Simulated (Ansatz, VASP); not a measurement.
## LiCl: VASP beside Ansatz

One calculation is typed for both programs; each brings its own data sets and cutoff. How far apart do they land? The cell is taken from a series of VASP runs on this material, whose earlier steps may have relaxed, scaled or displaced it; both programs get it as it stands.

Program: Ansatz 0.2.0. Level of theory: plane waves, with VASP 6.6.1 beside it; zone-centre phonons at LDA. Results are calculated unless marked as measured.

## (1) The starting structure

It takes space group Fm-3m (No. 225, cubic). Conventional cell: a = 4.960 Å, b = 4.960 Å, c = 4.960 Å, α = 90.00°, β = 90.00°, γ = 90.00°. Li has 6 Cl at 2.48 Å nearest. Cl has 6 Li at 2.48 Å nearest. Farther neighbours and most contacts between anions are not listed.

As a file:

```cif
data_structure
_symmetry_space_group_name_H-M 'P 1'
_symmetry_Int_Tables_number 1
_cell_length_a 3.5072
_cell_length_b 3.5072
_cell_length_c 3.5072
_cell_angle_alpha 60.000
_cell_angle_beta 60.000
_cell_angle_gamma 60.000
_cell_volume 30.50
loop_
_atom_site_label
_atom_site_type_symbol
_atom_site_fract_x
_atom_site_fract_y
_atom_site_fract_z
_atom_site_occupancy
Li1 Li 0.00000 0.00000 0.00000 1
Cl2 Cl 0.50000 0.50000 0.50000 1
```

## (2) VASP: zone-centre phonons, LDA

Second derivatives magnify differences that forces hide, and they need a tight electronic threshold.

Lines of VASP's logs that name or quote its potential files are left out, and so is its time.

Input file INCAR:

```
SYSTEM = LiCl
PREC = Accurate
ENCUT = 650
EDIFF = 1E-08
NELM = 100
ISMEAR = 0
SIGMA = 0.05
LREAL = .FALSE.
ALGO = Normal
GGA = CA
NBANDS = 11
LORBIT = 11
LWAVE = .FALSE.
LCHARG = .FALSE.
KPAR = 2
IBRION = 8
LEPSILON = .TRUE.
ISIF = 2
```

Input file POSCAR:

```
LiCl
1.0
    0.0000000000      2.4799637091      2.4799637091
    2.4799637091      0.0000000000      2.4799637091
    2.4799637091      2.4799637091      0.0000000000
Li Cl
1 1
Direct
    0.0000000000      0.0000000000      0.0000000000
    0.5000000000      0.5000000000      0.5000000000
```

Input file KPOINTS:

```
Automatic mesh
0
Gamma
8 8 8
0 0 0
```

Potentials, in the order of the species: Li_sv and Cl (LDA family, release 64).

Run with:

```sh
$ mpirun -np 2 vasp_std
```

Numbers of over 12 decimals in the logs are rounded to 6 here.

The log of the run:

```text
[banner, memory and clock lines left out]
running    2 mpi-ranks, on    1 nodes
 distrk:  each k-point on    1 cores,    2 groups
 distr:  one band on    1 cores,    1 groups

 POSCAR found type information on POSCAR LiCl
 POSCAR found :  2 types and       2 ions
 LDA part: xc-table for (Slater(with rela. corr.)+CA(PZ))
 , standard interpolation
 POSCAR, INCAR and KPOINTS ok, starting setup
 FFT: planning ... GRIDC
 FFT: planning ... GRID_SOFT
 FFT: planning ... GRID
 WAVECAR not read
 entering main loop
       N       E                     dE             d eps       ncg     rms          rms(c)
DAV:   1     0.435091541479E+02    0.43509E+02   -0.49104E+03   638   0.991E+02
DAV:   2    -0.563929988123E+01   -0.49148E+02   -0.47251E+02   833   0.157E+02
DAV:   3    -0.811052018612E+01   -0.24712E+01   -0.24645E+01   828   0.372E+01
DAV:   4    -0.816451777834E+01   -0.53998E-01   -0.53956E-01   910   0.583E+00
DAV:   5    -0.816523770543E+01   -0.71993E-03   -0.71989E-03   810   0.591E-01    0.253E+00
DAV:   6    -0.810310880219E+01    0.62129E-01   -0.11118E-01   837   0.163E+00    0.175E+00
DAV:   7    -0.809558857858E+01    0.75202E-02   -0.29996E-02   945   0.932E-01    0.834E-01
DAV:   8    -0.809541838137E+01    0.17020E-03   -0.23826E-03   903   0.348E-01    0.115E-01
DAV:   9    -0.809539970894E+01    0.18672E-04   -0.95779E-05   785   0.713E-02    0.248E-02
DAV:  10    -0.809540667575E+01   -0.69668E-05   -0.69120E-06   785   0.207E-02    0.626E-03
DAV:  11    -0.809540658593E+01    0.89815E-07   -0.85185E-07   752   0.679E-03    0.178E-03
DAV:  12    -0.809540657815E+01    0.77837E-08   -0.48599E-08   973   0.162E-03
   1 F= -.80954066E+01 E0= -.80954066E+01  d E =-.116157E-11
 Linear response reoptimize wavefunctions to high precision
DAV:   1    -0.809540657762E+01    0.52376E-09   -0.13519E-09   734   0.308E-04
DAV:   2    -0.809540657764E+01   -0.17963E-10   -0.76730E-11   460   0.839E-05
 Linear response G [H, r] |phi>, progress :
  Direction:   1
       N       E                     dE             d eps       ncg     rms
RMM:   1    -0.265011238633E+02   -0.26501E+02    0.36604E+02   963   0.198E+02
RMM:   2    -0.350179441974E+02   -0.85168E+01   -0.13357E+01  1333   0.251E+01
RMM:   3    -0.353266837300E+02   -0.30874E+00   -0.97816E-01  1449   0.655E+00
RMM:   4    -0.353631685007E+02   -0.36485E-01   -0.15417E-01  1528   0.241E+00
RMM:   5    -0.353675376110E+02   -0.43691E-02   -0.13955E-02  1527   0.602E-01
RMM:   6    -0.353679289621E+02   -0.39135E-03   -0.18403E-03  1554   0.193E-01
RMM:   7    -0.353679798074E+02   -0.50845E-04    0.59721E-04  1589   0.655E-02
RMM:   8    -0.353679671337E+02    0.12674E-04   -0.16178E-03  1559   0.225E-02
RMM:   9    -0.353679827704E+02   -0.15637E-04   -0.64955E-04  1569   0.974E-03
RMM:  10    -0.353679797392E+02    0.30312E-05   -0.51983E-04  1539   0.407E-03
RMM:  11    -0.353679797935E+02   -0.54344E-07   -0.12182E-04  1505   0.212E-03
RMM:  12    -0.353679795754E+02    0.21815E-06   -0.18010E-04  1455   0.133E-03
RMM:  13    -0.353679797962E+02   -0.22078E-06    0.23417E-06  1346   0.102E-03
RMM:  14    -0.353679796547E+02    0.14148E-06   -0.29989E-06  1262   0.909E-04
RMM:  15    -0.353679797616E+02   -0.10685E-06    0.17097E-05  1217   0.863E-04
RMM:  16    -0.353679796266E+02    0.13491E-06   -0.95795E-06  1153   0.841E-04
RMM:  17    -0.353679797647E+02   -0.13803E-06    0.22884E-05  1112   0.835E-04
 Linear response G [H, r] |phi>, progress :
  Direction:   2
       N       E                     dE             d eps       ncg     rms
RMM:   1    -0.298754510434E+02   -0.29875E+02    0.15018E+02   991   0.159E+02
RMM:   2    -0.375277965641E+02   -0.76523E+01   -0.10530E+01  1313   0.233E+01
RMM:   3    -0.377885124482E+02   -0.26072E+00   -0.75059E-01  1442   0.592E+00
RMM:   4    -0.378203345310E+02   -0.31822E-01   -0.11845E-01  1516   0.212E+00
RMM:   5    -0.378247947812E+02   -0.44603E-02   -0.82415E-03  1525   0.524E-01
RMM:   6    -0.378251577659E+02   -0.36298E-03   -0.11585E-03  1569   0.174E-01
RMM:   7    -0.378252316086E+02   -0.73843E-04    0.68558E-04  1595   0.602E-02
RMM:   8    -0.378252159645E+02    0.15644E-04   -0.79731E-05  1553   0.188E-02
RMM:   9    -0.378252279302E+02   -0.11966E-04   -0.34959E-04  1565   0.810E-03
RMM:  10    -0.378252251832E+02    0.27470E-05   -0.90652E-05  1518   0.331E-03
RMM:  11    -0.378252251337E+02    0.49522E-07    0.26458E-05  1516   0.181E-03
RMM:  12    -0.378252249788E+02    0.15483E-06   -0.30797E-05  1420   0.111E-03
RMM:  13    -0.378252250670E+02   -0.88115E-07    0.12504E-05  1296   0.847E-04
RMM:  14    -0.378252250388E+02    0.28138E-07   -0.12953E-05  1221   0.745E-04
RMM:  15    -0.378252250304E+02    0.84116E-08    0.76658E-06  1178   0.706E-04
RMM:  16    -0.378252250392E+02   -0.87915E-08   -0.14476E-05  1147   0.691E-04
RMM:  17    -0.378252250347E+02    0.44551E-08   -0.85216E-06  1090   0.686E-04
 Linear response G [H, r] |phi>, progress :
  Direction:   3
[...]
Linear response to external field, progress :
  Direction:   1
       N       E                     dE             d eps       ncg     rms          rms(c)
RMM:   1    -0.204043619321E+00   -0.20404E+00   -0.63156E-01  2934   0.288E+00
RMM:   2    -0.213433976838E+00   -0.93904E-02   -0.22322E-02  2715   0.741E-01    0.106E+00
[...]
RMM:  12    -0.200483419090E+00   -0.15288E-04    0.34457E-05  2802   0.116E-03    0.334E-04
RMM:  13    -0.200492890746E+00   -0.94717E-05    0.23175E-06  2879   0.641E-04    0.445E-03
RMM:  14    -0.200485203197E+00    0.76875E-05    0.14625E-07  2734   0.430E-04    0.909E-04
RMM:  15    -0.200482854685E+00    0.23485E-05   -0.61160E-07  2667   0.151E-04    0.319E-04
RMM:  16    -0.200481286862E+00    0.15678E-05   -0.39727E-07  2301   0.847E-05    0.239E-04
RMM:  17    -0.200481553871E+00   -0.26701E-06   -0.31579E-07  1637   0.569E-05    0.119E-04
RMM:  18    -0.200481757684E+00   -0.20381E-06   -0.14775E-07  1515   0.558E-05    0.555E-05
RMM:  19    -0.200481864376E+00   -0.10669E-06   -0.88211E-08  1360   0.542E-05    0.174E-05
RMM:  20    -0.200481898050E+00   -0.33674E-07   -0.52559E-08  1245   0.526E-05    0.659E-06
 change of polarisation eV/A/(eV/A) component  2 :     0.082     0.369    -0.018
 dielectric tensor                  component  2 :     0.485     3.190    -0.109
 Linear response to external field, progress :
  Direction:   3
       N       E                     dE             d eps       ncg     rms          rms(c)
RMM:   1    -0.203893603561E+00   -0.20389E+00   -0.63006E-01  2945   0.288E+00
RMM:   2    -0.213440760757E+00   -0.95472E-02   -0.22397E-02  2732   0.748E-01    0.106E+00
RMM:   3    -0.191559896469E+00    0.21881E-01   -0.27955E-02  2578   0.809E-01    0.524E-01
RMM:   4    -0.195169291005E+00   -0.36094E-02   -0.13583E-02  2725   0.548E-01    0.165E-01
RMM:   5    -0.200092970454E+00   -0.49237E-02   -0.20943E-03  2789   0.227E-01    0.286E-02
RMM:   6    -0.200257000243E+00   -0.16403E-03   -0.10450E-03  2967   0.954E-02    0.111E-02
RMM:   7    -0.200482732854E+00   -0.22573E-03   -0.67359E-04  2935   0.495E-02    0.221E-03
RMM:   8    -0.200474952747E+00    0.77801E-05    0.12577E-04  3088   0.256E-02    0.308E-03
RMM:   9    -0.200475278962E+00   -0.32621E-06    0.46393E-04  2982   0.132E-02    0.230E-03
RMM:  10    -0.200471732410E+00    0.35466E-05    0.45508E-04  3206   0.568E-03    0.287E-03
RMM:  11    -0.200470733469E+00    0.99894E-06    0.19413E-04  3045   0.207E-03    0.420E-03
RMM:  12    -0.200475833561E+00   -0.51001E-05    0.34885E-05  2864   0.109E-03    0.231E-03
RMM:  13    -0.200478459692E+00   -0.26261E-05    0.71560E-06  2981   0.381E-04    0.137E-03
RMM:  14    -0.200479429305E+00   -0.96961E-06   -0.13387E-08  2583   0.133E-04    0.983E-04
RMM:  15    -0.200481015432E+00   -0.15861E-05   -0.97379E-07  2559   0.113E-04    0.318E-04
RMM:  16    -0.200481427254E+00   -0.41182E-06   -0.59496E-07  1617   0.557E-05    0.207E-04
RMM:  17    -0.200481726624E+00   -0.29937E-06   -0.33058E-07  1622   0.573E-05    0.502E-05
RMM:  18    -0.200481842654E+00   -0.11603E-06   -0.20645E-07  1317   0.505E-05    0.307E-05
RMM:  19    -0.200481904055E+00   -0.61401E-07   -0.76771E-08  1289   0.514E-05    0.554E-06
 change of polarisation eV/A/(eV/A) component  3 :     0.005     0.050     0.369
 dielectric tensor                  component  3 :     0.027     0.294     3.190
 Linear response DOF=           2
 Linear response progress:
  Degree of freedom:   1/  2
       N       E                     dE             d eps       ncg     rms          rms(c)
RMM:   1    -0.161826724224E+00   -0.16183E+00    0.18255E+00  1755   0.171E+01
RMM:   2    -0.166432170132E+00   -0.46054E-02   -0.16412E-02  2359   0.998E-01    0.989E-02
RMM:   3    -0.166540799426E+00   -0.10863E-03   -0.29847E-03  2779   0.373E-01    0.512E-02
RMM:   4    -0.166467137255E+00    0.73662E-04   -0.59548E-04  2883   0.178E-01    0.845E-03
RMM:   5    -0.166489467986E+00   -0.22331E-04   -0.86395E-05  2911   0.418E-02    0.161E-03
RMM:   6    -0.166518135715E+00   -0.28668E-04   -0.40592E-05  2961   0.201E-02    0.697E-04
RMM:   7    -0.166539812749E+00   -0.21677E-04   -0.25285E-05  2904   0.123E-02    0.260E-04
RMM:   8    -0.166542631087E+00   -0.28183E-05   -0.25425E-05  3021   0.851E-03    0.950E-05
RMM:   9    -0.166543577236E+00   -0.94615E-06   -0.18378E-05  3094   0.613E-03    0.776E-05
RMM:  10    -0.166544313368E+00   -0.73613E-06   -0.14136E-05  3093   0.470E-03    0.846E-05
RMM:  11    -0.166544355439E+00   -0.42071E-07   -0.11233E-05  3179   0.378E-03    0.134E-04
RMM:  12    -0.166546797629E+00   -0.24422E-05   -0.91128E-06  2648   0.323E-03    0.948E-05
RMM:  13    -0.166545207164E+00    0.15905E-05   -0.73985E-06  2671   0.273E-03    0.164E-04
RMM:  14    -0.166545227891E+00   -0.20726E-07   -0.59953E-06  3061   0.234E-03    0.181E-04
RMM:  15    -0.166545000396E+00    0.22749E-06   -0.48319E-06  2823   0.206E-03    0.197E-04
RMM:  16    -0.166545044987E+00   -0.44591E-07   -0.38474E-06  3094   0.183E-03    0.196E-04
 first order change of Fermi-energy  -0.33970E-03
 force on displaced ion       1 direction 1 :  -1.122   0.000   0.000
 Born effective charge ion    1 direction 1 :   1.164   0.000   0.000
 Linear response progress:
  Degree of freedom:   2/  2
       N       E                     dE             d eps       ncg     rms          rms(c)
RMM:   1    -0.181226705991E+00   -0.18123E+00    0.45960E-03  2926   0.260E+00
RMM:   2    -0.182183858199E+00   -0.95715E-03   -0.25598E-03  2519   0.362E-01    0.655E-02
RMM:   3    -0.182931308842E+00   -0.74745E-03   -0.44147E-04  2639   0.111E-01    0.347E-02
RMM:   4    -0.183554723649E+00   -0.62341E-03   -0.10350E-04  2658   0.556E-02    0.112E-02
RMM:   5    -0.183607171727E+00   -0.52448E-04   -0.14611E-05  2875   0.214E-02    0.657E-03
RMM:   6    -0.183601749559E+00    0.54222E-05   -0.22587E-06  2942   0.709E-03    0.186E-03
RMM:   7    -0.183604630569E+00   -0.28810E-05    0.51010E-07  2922   0.297E-03    0.304E-04
RMM:   8    -0.183605271939E+00   -0.64137E-06   -0.13442E-05  3009   0.120E-03    0.182E-04
RMM:   9    -0.183604896387E+00    0.37555E-06    0.16226E-05  3053   0.515E-04    0.688E-05
RMM:  10    -0.183604691281E+00    0.20511E-06   -0.50307E-07  3159   0.217E-04    0.250E-05
RMM:  11    -0.183604450569E+00    0.24071E-06    0.18979E-06  3047   0.116E-04    0.163E-05
RMM:  12    -0.183604405016E+00    0.45553E-07   -0.18492E-07  3145   0.705E-05    0.835E-06
RMM:  13    -0.183604412178E+00   -0.71618E-08    0.78575E-08  3039   0.531E-05    0.550E-06
 first order change of Fermi-energy   0.14432E-02
 force on displaced ion       2 direction 1 :  -1.133   0.000   0.000
 Born effective charge ion    2 direction 1 :  -1.165   0.000   0.000
 Born effective charges drift removed
 Linear response finished
```

Parts of OUTCAR (step 2):

```text
ion  position               nearest neighbor table
   1  0.000  0.000  0.000-   2 2.48   2 2.48   2 2.48   2 2.48   2 2.48   2 2.48
   2  0.500  0.500  0.500-   1 2.48   1 2.48   1 2.48   1 2.48   1 2.48   1 2.48

  LATTYP: Found a face centered cubic cell.
 ALAT       =     4.9599274182

 Subroutine GETGRP returns: Found 48 space group operations
 (whereof 48 operations were pure point group operations)

The static configuration has the point symmetry O_h .

 Found     29 irreducible k-points:

   k-points           NKPTS =     29   k-points in BZ     NKDIM =     29   number of bands    NBANDS=     11

   dimension x,y,z NGX =    30 NGY =   30 NGZ =   30
   dimension x,y,z NGXF=    60 NGYF=   60 NGZF=   60

   ENCUT  =  650.0 eV  47.77 Ry    6.91 a.u.   7.29  7.29  7.29*2*pi/ulx,y,z

   NELECT =      10.0000    total number of electrons

 k-points in reciprocal lattice and weights: Automatic mesh
   0.00000000  0.00000000  0.00000000       0.002
   0.12500000  0.00000000  0.00000000       0.016
   0.25000000  0.00000000  0.00000000       0.016
   0.37500000  0.00000000  0.00000000       0.016
   0.50000000  0.00000000  0.00000000       0.008
   0.12500000  0.12500000  0.00000000       0.012
   0.25000000  0.12500000  0.00000000       0.047
   0.37500000  0.12500000  0.00000000       0.047
   0.50000000  0.12500000  0.00000000       0.047
[...]
-0.37500000  0.50000000  0.12500000       0.023
  -0.25000000  0.50000000  0.25000000       0.012

 average (electrostatic) potential at core
       1 -63.8955       2 -95.9349

  Total        0.0031118      0.0031118      0.0031118      0.0000000      0.0000000      0.0000000
  in kB        0.1634380      0.1634380      0.1634380      0.0000000      0.0000000      0.0000000
  external PRESSURE =       0.1634380 kB  Pullay stress =       0.0000000 kB

  energy-cutoff  :      650.00
  volume of cell :       30.50
      direct lattice vectors                 reciprocal lattice vectors
     0.000000000  2.479963709  2.479963709    -0.201615854  0.201615854  0.201615854
     2.479963709  0.000000000  2.479963709     0.201615854 -0.201615854  0.201615854
     2.479963709  2.479963709  0.000000000     0.201615854  0.201615854 -0.201615854

 POSITION                                       TOTAL-FORCE (eV/Angst)
 -----------------------------------------------------------------------------------
      0.00000      0.00000      0.00000        -0.000000      0.000000     -0.000000
      2.47996      2.47996      2.47996         0.000000     -0.000000      0.000000
 -----------------------------------------------------------------------------------
    total drift:                               -0.000000     -0.000000      0.000000

 MACROSCOPIC STATIC DIELECTRIC TENSOR (including local field effects in DFT)
 ------------------------------------------------------
           3.190247    -0.000000    -0.000000
           0.000000     3.190247     0.000000
          -0.000000     0.000000     3.190247
 ------------------------------------------------------

 PIEZOELECTRIC TENSOR (including local field effects)  for field in x, y, z        (C/m^2)
          XX          YY          ZZ          XY          YZ          ZX
  --------------------------------------------------------------------------------
  x     0.00000     0.00000     0.00000     0.00000     0.00000     0.00000
  y     0.00000     0.00000     0.00000     0.00000     0.00000     0.00000
  z     0.00000     0.00000     0.00000     0.00000     0.00000     0.00000

 BORN EFFECTIVE CHARGES (including local field effects) (in |e|, cummulative output)
 ---------------------------------------------------------------------------------
 ion    1
    1     1.16454     0.00000     0.00000
    2     0.00000     1.16454     0.00000
    3     0.00000     0.00000     1.16454
 ion    2
    1    -1.16454     0.00000    -0.00000
    2    -0.00000    -1.16454     0.00000
    3     0.00000    -0.00000    -1.16454

 Eigenvectors and eigenvalues of the dynamical matrix
 ----------------------------------------------------

   1 f  =    6.851243 THz    43.047627 2PiTHz  228.532854 cm-1    28.334450 meV
             X         Y         Z           dx          dy          dz
      0.000000  0.000000  0.000000     0.000000    0.913052    0.000000
      2.479964  2.479964  2.479964     0.000000   -0.407843    0.000000

   2 f  =    6.851243 THz    43.047627 2PiTHz  228.532854 cm-1    28.334450 meV
             X         Y         Z           dx          dy          dz
      0.000000  0.000000  0.000000     0.913052    0.000000    0.000000
      2.479964  2.479964  2.479964    -0.407843    0.000000    0.000000

   3 f  =    6.851243 THz    43.047627 2PiTHz  228.532854 cm-1    28.334450 meV
             X         Y         Z           dx          dy          dz
      0.000000  0.000000  0.000000     0.000000    0.000000    0.913052
      2.479964  2.479964  2.479964     0.000000    0.000000   -0.407843

   4 f/i=    0.011527 THz     0.072428 2PiTHz    0.384510 cm-1     0.047673 meV
             X         Y         Z           dx          dy          dz
      0.000000  0.000000  0.000000    -0.407843    0.000000    0.000000
      2.479964  2.479964  2.479964    -0.913052    0.000000    0.000000

   5 f/i=    0.011527 THz     0.072428 2PiTHz    0.384510 cm-1     0.047673 meV
             X         Y         Z           dx          dy          dz
      0.000000  0.000000  0.000000     0.000000   -0.407843    0.000000
      2.479964  2.479964  2.479964     0.000000   -0.913052    0.000000

   6 f/i=    0.011527 THz     0.072428 2PiTHz    0.384510 cm-1     0.047673 meV
             X         Y         Z           dx          dy          dz
      0.000000  0.000000  0.000000     0.000000    0.000000   -0.407843
      2.479964  2.479964  2.479964     0.000000    0.000000   -0.913052

 MACROSCOPIC STATIC DIELECTRIC TENSOR IONIC CONTRIBUTION
 ------------------------------------------------------
           7.134923    -0.000000     0.000000
           0.000000     7.134923    -0.000000
           0.000000    -0.000000     7.134923
 ------------------------------------------------------

 ELASTIC MODULI CONTR FROM IONIC RELAXATION (kBar)
 Direction    XX          YY          ZZ          XY          YZ          ZX
 --------------------------------------------------------------------------------
 XX           0.0000      0.0000      0.0000      0.0000      0.0000      0.0000
 YY           0.0000      0.0000      0.0000      0.0000      0.0000      0.0000
 ZZ           0.0000      0.0000      0.0000      0.0000      0.0000      0.0000
 XY           0.0000      0.0000      0.0000      0.0000      0.0000      0.0000
 YZ           0.0000      0.0000      0.0000      0.0000      0.0000      0.0000
 ZX           0.0000      0.0000      0.0000      0.0000      0.0000      0.0000
 --------------------------------------------------------------------------------

 PIEZOELECTRIC TENSOR IONIC CONTR  for field in x, y, z        (C/m^2)
          XX          YY          ZZ          XY          YZ          ZX
  --------------------------------------------------------------------------------
  x     0.00000     0.00000     0.00000     0.00000     0.00000     0.00000
  y     0.00000     0.00000     0.00000     0.00000     0.00000     0.00000
  z     0.00000     0.00000     0.00000     0.00000     0.00000     0.00000
```

[end of part 1 of 2]

[Lines on the potential files, build, host, timing and source positions are cut from VASP's logs without a mark.]

[Logs are printed without paths, hosts, clocks, repeated set-up lines and the standing remarks that a program may print on its own settings, such as how far it seeks lower states.]

[Hosts, paths, dates, database ids (printed as entryN), source tags and the programs' standing remarks are cut or masked in the printed files.]
